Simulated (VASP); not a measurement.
# GaAs (F-43m) in VASP: further runs, part 2 of 2

VASP 6.6.1. The steps go on from the part before.

**4. Single point, r2SCAN, non-collinear spin, zero start, spin-orbit coupling**

INCAR reads:

```
SYSTEM = GaAs
PREC = Accurate ; ENCUT = 520
EDIFF = 1E-7 ; ISMEAR = 0
SIGMA = 0.02 ; LREAL = .FALSE.
LASPH = .TRUE. ; NELM = 60
ALGO = Normal ; ISIF = 2
LWAVE = .FALSE. ; LCHARG = .TRUE.
MAGMOM = 0 0 0 0 0 0 ; LORBIT = 11
LSORBIT = .TRUE. ; GGA_COMPAT = .FALSE.
METAGGA = R2SCAN ; LMIXTAU = .TRUE.
LVHAR = .TRUE. ; NBANDS = 30
```

KPOINTS reads:

```
regular mesh
0
G
  8 8 8
  0 0 0
```

POSCAR reads:

```
GaAs
1.0
    0.0000000000      2.8406325000      2.8406325000
    2.8406325000      0.0000000000      2.8406325000
    2.8406325000      2.8406325000      0.0000000000
Ga As
1 1
Direct
    0.0000000000      0.0000000000      0.0000000000
    0.2500000000      0.2500000000      0.2500000000
```

Potentials or basis: VASP PAW PBE potentials, release 64 (Ga_d, As).

Launch:

```console
$ cat potpaw_PBE.64/Ga_d/POTCAR potpaw_PBE.64/As/POTCAR > POTCAR
$ mpirun -np 1 vasp_ncl > vasp.out
```

OUTCAR:

```text
SYSTEM = GaAs
   PREC = Accurate
   ENCUT = 520
   EDIFF = 1E-7
   ISMEAR = 0
   LREAL = .FALSE.
   LASPH = .TRUE.
   NELM = 60
   ISIF = 2
   LORBIT = 11
   LSORBIT = .TRUE.
   METAGGA = R2SCAN

 ion  position               nearest neighbor table
   1  0.000  0.000  0.000-   2 2.46   2 2.46   2 2.46   2 2.46
   2  0.250  0.250  0.250-   1 2.46   1 2.46   1 2.46   1 2.46

  LATTYP: Found a face centered cubic cell.
 ALAT       =     5.6812650000

  Lattice vectors:

 A1 = (   0.0000000000,   2.8406325000,   2.8406325000)
 A2 = (   2.8406325000,   0.0000000000,   2.8406325000)
 A3 = (   2.8406325000,   2.8406325000,   0.0000000000)

Analysis of symmetry for initial positions (statically):
=====================================================================
 Subroutine PRICEL returns:
 Original cell was already a primitive cell.

 Routine SETGRP: Setting up the symmetry group for a
 face centered cubic supercell.

 Subroutine GETGRP returns: Found 24 space group operations
 (whereof 24 operations were pure point group operations)
 out of a pool of 48 trial point group operations.

The static configuration has the point symmetry T_d .

Analysis of symmetry for dynamics (positions and initial velocities):
=====================================================================
 Subroutine PRICEL returns:
 Original cell was already a primitive cell.

 Routine SETGRP: Setting up the symmetry group for a
 face centered cubic supercell.

 Subroutine GETGRP returns: Found 24 space group operations
 (whereof 24 operations were pure point group operations)
 out of a pool of 48 trial point group operations.

The dynamic configuration has the point symmetry T_d .

Analysis of structural, dynamic, and magnetic symmetry:
=====================================================================
 Subroutine PRICEL returns:
 Original cell was already a primitive cell.

 Routine SETGRP: Setting up the symmetry group for a
 face centered cubic supercell.

 Subroutine GETGRP returns: Found 24 space group operations
 (whereof 24 operations were pure point group operations)
 out of a pool of 48 trial point group operations.

The overall configuration has the point symmetry T_d .

 Subroutine INISYM returns: Found 24 space group operations
 (whereof 24 operations are pure point group operations),
 and found     1 'primitive' translations

----------------------------------------------------------------------------------------

                                     Primitive cell

  volume of cell :      45.8432

  direct lattice vectors                    reciprocal lattice vectors
     0.000000000  2.840632500  2.840632500    -0.176017137  0.176017137  0.176017137
     2.840632500  0.000000000  2.840632500     0.176017137 -0.176017137  0.176017137
     2.840632500  2.840632500  0.000000000     0.176017137  0.176017137 -0.176017137

  length of vectors
     4.017261007  4.017261007  4.017261007     0.304870624  0.304870624  0.304870624
[... 131 lines left out ...]
  ---------------------------------------------------
  free energy    TOTEN  =       -27.06957805 eV

  energy without entropy =      -27.06957805  energy(sigma->0) =      -27.06957805

 E-fermi :   3.7347     XC(G=0): -10.1852

 val. band max:        3.6502489278   @ k =   0.0000   0.0000   0.0000
 cond. band min:       4.4223905795   @ k =   0.0000   0.0000   0.0000
 fundamental gap:      0.7721416517
 Fermi energy:         3.7346735878

 k-point     1 :       0.0000    0.0000    0.0000
  band No.  band energies     occupation
      1     -11.9134      1.00000
      2     -11.9134      1.00000
      3     -11.9134      1.00000
      4     -11.9134      1.00000
      5     -11.4868      1.00000
      6     -11.4868      1.00000
[... 781 lines left out ...]
     29      16.1600      0.00000
     30      16.1624      0.00000

 [... further k-points ...]

------------------------ aborting loop because EDIFF is reached ----------------------------------------

  FORCE on cell =-STRESS in cart. coord.  units (eV):
  Direction    XX          YY          ZZ          XY          YZ          ZX
  --------------------------------------------------------------------------------------
  -------------------------------------------------------------------------------------
  Total       -0.1310209     -0.1310209     -0.1310209     -0.0000000      0.0000000     -0.0000000
  in kB       -4.5790569     -4.5790569     -4.5790569     -0.0000000      0.0000000     -0.0000000
  external PRESSURE =      -4.5790569 kB  Pullay stress =       0.0000000 kB

 VOLUME and BASIS-vectors are now :
 -----------------------------------------------------------------------------
  energy-cutoff  :      520.00
  volume of cell :       45.84
      direct lattice vectors                 reciprocal lattice vectors
     0.000000000  2.840632500  2.840632500    -0.176017137  0.176017137  0.176017137
     2.840632500  0.000000000  2.840632500     0.176017137 -0.176017137  0.176017137
     2.840632500  2.840632500  0.000000000     0.176017137  0.176017137 -0.176017137

 POSITION                                       TOTAL-FORCE (eV/Angst)
 -----------------------------------------------------------------------------------
      0.00000      0.00000      0.00000         0.000000     -0.000000      0.000000
      1.42032      1.42032      1.42032        -0.000000      0.000000     -0.000000
 -----------------------------------------------------------------------------------
    total drift:                               -0.000002     -0.000002     -0.000002

  FREE ENERGIE OF THE ION-ELECTRON SYSTEM (eV)
  ---------------------------------------------------
  free  energy   TOTEN  =       -27.0695780487 eV

  energy  without entropy=      -27.0695780487  energy(sigma->0) =      -27.06957805

 Spin-Orbit-Coupling matrix elements

 Ion:    1  E_soc:     -0.0113442
 l=   1
     0.0000000    -0.0010860    -0.0010860
    -0.0010860     0.0000000    -0.0010860
    -0.0010860    -0.0010860     0.0000000
 l=   2
     0.0000000    -0.0001608     0.0000000    -0.0001608    -0.0006439
    -0.0001608     0.0000000    -0.0004829    -0.0001608    -0.0001610
     0.0000000    -0.0004829     0.0000000    -0.0004829     0.0000000
    -0.0001608    -0.0001608    -0.0004829     0.0000000    -0.0001610
    -0.0006439    -0.0001610     0.0000000    -0.0001610     0.0000000
 l=   3
     0.0000000     0.0000000     0.0000000     0.0000000     0.0000000     0.0000000     0.0000000
     0.0000000     0.0000000     0.0000000     0.0000000     0.0000000     0.0000000     0.0000000
     0.0000000     0.0000000     0.0000000     0.0000000     0.0000000     0.0000000     0.0000000
     0.0000000     0.0000000     0.0000000     0.0000000     0.0000000     0.0000000     0.0000000
     0.0000000     0.0000000     0.0000000     0.0000000     0.0000000     0.0000000     0.0000000
     0.0000000     0.0000000     0.0000000     0.0000000     0.0000000     0.0000000     0.0000000
     0.0000000     0.0000000     0.0000000     0.0000000     0.0000000     0.0000000     0.0000000

 Ion:    2  E_soc:     -0.0228158
 l=   1
     0.0000000    -0.0037952    -0.0037952
    -0.0037952     0.0000000    -0.0037952
    -0.0037952    -0.0037952     0.0000000
 l=   2
     0.0000000    -0.0000038     0.0000000    -0.0000038    -0.0000037
    -0.0000038     0.0000000    -0.0000028    -0.0000038    -0.0000009
     0.0000000    -0.0000028     0.0000000    -0.0000028     0.0000000
    -0.0000038    -0.0000038    -0.0000028     0.0000000    -0.0000009
    -0.0000037    -0.0000009     0.0000000    -0.0000009     0.0000000
 l=   3
     0.0000000     0.0000000     0.0000000     0.0000000     0.0000000     0.0000000     0.0000000
     0.0000000     0.0000000     0.0000000     0.0000000     0.0000000     0.0000000     0.0000000
     0.0000000     0.0000000     0.0000000     0.0000000     0.0000000     0.0000000     0.0000000
     0.0000000     0.0000000     0.0000000     0.0000000     0.0000000     0.0000000     0.0000000
     0.0000000     0.0000000     0.0000000     0.0000000     0.0000000     0.0000000     0.0000000
     0.0000000     0.0000000     0.0000000     0.0000000     0.0000000     0.0000000     0.0000000
     0.0000000     0.0000000     0.0000000     0.0000000     0.0000000     0.0000000     0.0000000

 total charge

# of ion       s       p       d       tot
------------------------------------------
    1        0.847   0.781   9.996  11.625
    2        1.204   1.629   0.031   2.865
--------------------------------------------------
tot          2.051   2.411  10.027  14.489

 magnetization (x)

# of ion       s       p       d       tot
------------------------------------------
    1        0.000   0.000  -0.000   0.000
    2       -0.000   0.000   0.000   0.000
--------------------------------------------------
tot         -0.000   0.000   0.000   0.000

 magnetization (y)

# of ion       s       p       d       tot
------------------------------------------
    1        0.000   0.000  -0.000  -0.000
    2       -0.000   0.000   0.000   0.000
--------------------------------------------------
tot         -0.000   0.000   0.000   0.000

 magnetization (z)

# of ion       s       p       d       tot
------------------------------------------
    1        0.000   0.000   0.000   0.000
    2       -0.000   0.000  -0.000   0.000
--------------------------------------------------
tot          0.000   0.000  -0.000   0.000
```

stdout:

```text
POSCAR found type information on POSCAR GaAs
 POSCAR found :  2 types and       2 ions
 scaLAPACK will be used
 -----------------------------------------------------------------------------
|                                                                             |
|                                                                             |
|     You enforced a specific xc type in the INCAR file but a different       |
|     I HOPE YOU KNOW WHAT YOU ARE DOING!                                     |
|                                                                             |
 -----------------------------------------------------------------------------

 LDA part: xc-table for (None), standard interpolation
 POSCAR, INCAR and KPOINTS ok, starting setup
 FFT: planning ... GRIDC
 FFT: planning ... GRID_SOFT
 FFT: planning ... GRID
 WAVECAR not read
 entering main loop
```

It took 34 min on 1 thread of AMD EPYC, shared host; peak memory 0.35 GiB.

What came out:

```
Free energy                                           : -27.0696 eV
Pressure                                              : -0.5 GPa
Net moment                                            : 0.00 μB per cell
Valence electrons inside the program's atomic spheres : Ga 11.62; As 2.87
```

Moments on the atoms (μB; x, y, z):
```
Ga  0.00 0.00 0.00
As  0.00 0.00 0.00
```

Caveat: the PAW data sets were made with another functional, which shifts forces and pressure a little.

**5. The runs side by side**

```tsv
level	potentials or basis	pressure (GPa)	moment (μB)
LDA	VASP PAW LDA potentials, release 64 (Ga_d, As)	-2.6	0.00
PBE	VASP PAW PBE potentials, release 64 (Ga_d, As)	2.4	0.00
r2SCAN	VASP PAW PBE potentials, release 64 (Ga_d, As)	-0.5	0.00
```

Alike in all rows: task single point; spin non-collinear, zero start, SOC; cell as given; k mesh 8 × 8 × 8; cutoff (eV) 520; smearing gaussian 0.02 eV.

Caveats: the PAW data sets were made with another functional, which shifts forces and pressure a little (some runs).

Absolute energies hang on the potentials; compare differences alone.
